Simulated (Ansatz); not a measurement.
# TiO2 (tetragonal HfO2 sites, P4_2/nmc): the band gap by level of theory

All numbers come from the plane-wave code Ansatz. (Calculated; spin-unpolarised; the phase may be known or hypothetical.)

Structure: a 6-atom cell of TiO2 built on tetragonal HfO2 (relaxed group P4_2/nmc), at its r2SCAN minimum. The symmetry is P4_2/nmc (No. 137, tetragonal); a = 3.367 Å, c = 5.205 Å in the conventional setting, 9.84 Å³ an atom. Ti has 8 O at 1.88–2.43 Å; O has 4 Ti at 1.88–2.43 Å.

```cif
data_structure
_symmetry_space_group_name_H-M 'P 1'
_symmetry_Int_Tables_number 1
_cell_length_a 3.3672
_cell_length_b 3.3672
_cell_length_c 5.2052
_cell_angle_alpha 90.000
_cell_angle_beta 90.000
_cell_angle_gamma 90.000
_cell_volume 59.01
loop_
_atom_site_label
_atom_site_type_symbol
_atom_site_fract_x
_atom_site_fract_y
_atom_site_fract_z
_atom_site_occupancy
Ti1 Ti 0.50000 0.50000 0.50000 1
Ti2 Ti 0.00000 0.00000 0.00000 1
O1 O 0.00000 0.50000 0.66264 1
O2 O 0.50000 0.00000 0.83736 1
O3 O 0.50000 0.00000 0.33736 1
O4 O 0.00000 0.50000 0.16264 1
```

Relaxed lattice by functional, symmetry kept:
```json
{"functional": "PBE", "k mesh": "6×6×6", "a (Å)": "3.389", "c (Å)": "5.342", "volume (Å³/atom)": "10.22"}
{"functional": "r2SCAN", "k mesh": "8×8×4", "a (Å)": "3.367", "c (Å)": "5.205", "volume (Å³/atom)": "9.84"}
{"functional": "PBEsol", "k mesh": "8×8×4", "a (Å)": "3.361", "c (Å)": "5.134", "volume (Å³/atom)": "9.67"}
```

Gaps on the r2SCAN cell, each the least over its mesh and the special points:
```json
{"level": "r2SCAN", "k mesh": "8×8×6", "gap (eV)": "2.94", "kind": "indirect", "edges": "Z → Γ", "least direct gap (eV)": "2.97"}
{"level": "HSE06", "k mesh": "4×4×4", "gap (eV)": "4.06", "kind": "indirect", "edges": "Γ–Z (0.96) → Γ", "least direct gap (eV)": "4.10"}
{"level": "PBE0", "k mesh": "4×4×4", "gap (eV)": "4.81", "kind": "indirect", "edges": "Z → Γ", "least direct gap (eV)": "4.85"}
```
Wave cutoffs: 420 eV, 500 eV (r2SCAN).
Points off the special ones are mesh points or PBE's searched band edges, reused at the other levels. PBE's own run along the path (2.54 eV) came before the search for the edges and missed one, so it isn't listed.

HSE06 gives an indirect gap of 4.06 eV, from Γ–Z (0.96 of the way from Γ) to Γ; the least direct gap is 4.10 eV at Γ. With r2SCAN, at Γ the top three valence levels group as 2+1 from the top, spread over 409 meV.

Direct and least gap lie within 0.04 eV at some levels, so the kind of gap isn't settled.

On the PBEsol cell (a = 3.361 Å, c = 5.134 Å), with PBEsol: One optical level at Γ is imaginary (99i cm⁻¹, printed negative). The program warns that the force constants, and all that is formed from them, aren't settled on this k mesh, so whether the cell is unstable needs a finer one. The electronic dielectric tensor ε∞ is 8.79 along x and y, 6.35 along z. Born charges, averaged over directions: Ti +5.96, O -2.98 e. The program notes that the ground state's band table doesn't vouch for all the bands that the response reads.

The meshes of the hybrids are coarse, so their gaps aren't converged to the digits shown.

The splittings at Γ are without spin-orbit coupling, which regroups them where it is of like size or larger.
